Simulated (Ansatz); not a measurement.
# MoS2: the cost of one run

Method: DFT LDA+U (U_eff = 3 eV on Mo d), plane waves, PAW, in Ansatz 0.2.0.

2 further runs of the same task are left out: 2 that didn't finish.

### 1 The structure to begin with

The structure is trigonal, space group R3m (No. 160). Conventional cell: a = 3.163 Å, b = 3.163 Å, c = 18.370 Å, α = 90.00°, β = 90.00°, γ = 120.00°. Mo (site symmetry 3m) has 6 S at 2.36 Å as nearest neighbours. Around S (site symmetry 3m) lie 3 Mo at 2.36 Å.

Coordinates:

```
CELL_PARAMETERS angstrom
1.58150 -0.91308 12.24666
-1.58150 -0.91308 12.24666
0.00000 -3.65232 12.24666
ATOMIC_POSITIONS crystal
Mo 0.00000 0.00000 0.00000
S 0.74840 0.74840 0.62580
S 0.58490 0.58490 0.70755
Mo 0.00000 0.00000 0.50000
S 0.74840 0.74840 0.12580
S 0.58490 0.58490 0.20755
```

### 2 Ferromagnetic start, free, symmetry kept, no search

File input.yaml:

```yaml
crystal:
  lattice:
    - [1.58149989, -0.91307939, 12.24665642]
    - [-1.58149989, -0.91307939, 12.24665642]
    - [0.0, -3.65231756, 12.24665642]
  atoms:
    - { symbol: Mo, position: [0.0, 0.0, 0.0], spin: 2.0 }
    - { symbol: S, position: [0.7484, 0.7484, 0.6258] }
    - { symbol: S, position: [0.5849, 0.5849, 0.70755] }
    - { symbol: Mo, position: [0.0, 0.0, 0.5], spin: 2.0 }
    - { symbol: S, position: [0.7484, 0.7484, 0.1258] }
    - { symbol: S, position: [0.5849, 0.5849, 0.20755] }
basis:
  ecutwfc: 420
  ecutrho_ratio: 4
kpoints:
  mp_grid: { grid: [7, 7, 7] }
hamiltonian:
  xc: lda
  hubbard:
    sites: [{ site: 0, l: d, u_eff: 3.0 }, { site: 3, l: d, u_eff: 3.0 }]
scf:
  occupations: { method: gaussian, width: 0.05 }
  lower_state_search: "off"
  max_iter: 150
output:
  forces: true
  stress: true
  eigenvalues: true
  populations: true
  hubbard: { sites: [{ site: 0, l: d }, { site: 3, l: d }] }
magnetization:
  spin_polarized: true
```

Started as:

```
ansatz run input.yaml --threads 4 --pin off --max-ram 6144MiB --backend cpu --events-out ev --progress --plain --runs-dir out
```

Q: Estimate wall time and peak memory on 4 threads of Arm Neoverse V2, shared host.

About 13 s, with a peak of 0.58 GiB.
